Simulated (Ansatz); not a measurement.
The system is AlRu.

```
CELL_PARAMETERS angstrom
2.99160 0.00000 0.00000
0.00000 2.99160 0.00000
0.00000 0.00000 2.99160
ATOMIC_POSITIONS crystal
Ru 0.50000 0.50000 0.50000
Al 0.00000 0.00000 0.00000
```

| Quantity | Value |
| --- | --- |
| Program | Ansatz 0.2.0 |
| Task | relaxation of cell and atoms |
| Functional | revPBE |
| Dispersion | D3(BJ) |
| Potentials or basis | Ansatz PAW |
| Cutoff | 420 eV (not typed: the program's choice for these potentials) |
| k mesh | 9 × 9 × 9 |
| Occupations | fermi-dirac, width 0.05 eV |
| Spin | no spin polarisation |

At the start: volume 13.39 Å³/atom.

Where does the relaxation end?

It ends after 5 steps and the volume is 12.94 Å³/atom (-3.3 %); space group Pm-3m (No. 221, to 0.05 Å).

Step by step:
```csv
step,energy change (eV),largest force (eV/Å),volume (Å³)
1,0.0000,0.0000,26.77
2,-0.0197,0.0000,25.66
3,-0.0209,0.0000,25.89
4,-0.0209,0.0000,25.88
5,-0.0205,0.0000,25.88
```

Final structure:
```
Ru Al
1.0
     2.95798    0.00000    0.00000
     0.00000    2.95798    0.00000
     0.00000    0.00000    2.95798
Ru Al
1 1
Direct
  0.50000 0.50000 0.50000
  0.00000 0.00000 0.00000
```

Caveat: the plane-wave basis is chosen anew once the cell has moved, so the energies of steps on either side of that aren't comparable; pairwise dispersion overbinds metals, which lowers pressure and volume; the PAW data sets come from PBE, with cores solved anew for the run's functional, which leaves a small shift of forces and pressure.
